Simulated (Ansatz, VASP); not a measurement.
## Mn: VASP beside Ansatz

```
Mn
1.0
     0.00000    2.56752    2.56752
     2.56752    0.00000    2.56752
     2.56752    2.56752    0.00000
Mn
2
Direct
  0.12500 0.12500 0.12500
  0.87500 0.87500 0.87500
```

Alike in both runs: task single point; functional PBE; k mesh 6 × 6 × 6; occupations fermi-dirac, width 0.1 eV; collinear spin.

|  | VASP | Ansatz |
| --- | --- | --- |
| version | VASP 6.6.1 | Ansatz 0.2.0 |
| potentials or method | VASP PAW PBE potentials, release 64 (Mn_pv) | plane waves (420 eV) with PAW, scalar-relativistic |
| plane-wave cutoff (eV) | 520 | 420 |
| valence electrons in the cell | 26 | 30 |

```csv
,VASP,Ansatz,Ansatz less VASP
net moment per atom (μB),0.00,0.00,0.000
size of the moment on the site where the two differ most (μB),2.27,2.09,-0.180
```

Site moments also hang on the region over which each program counts them. The two sets of potentials don't hold the same shells in valence.
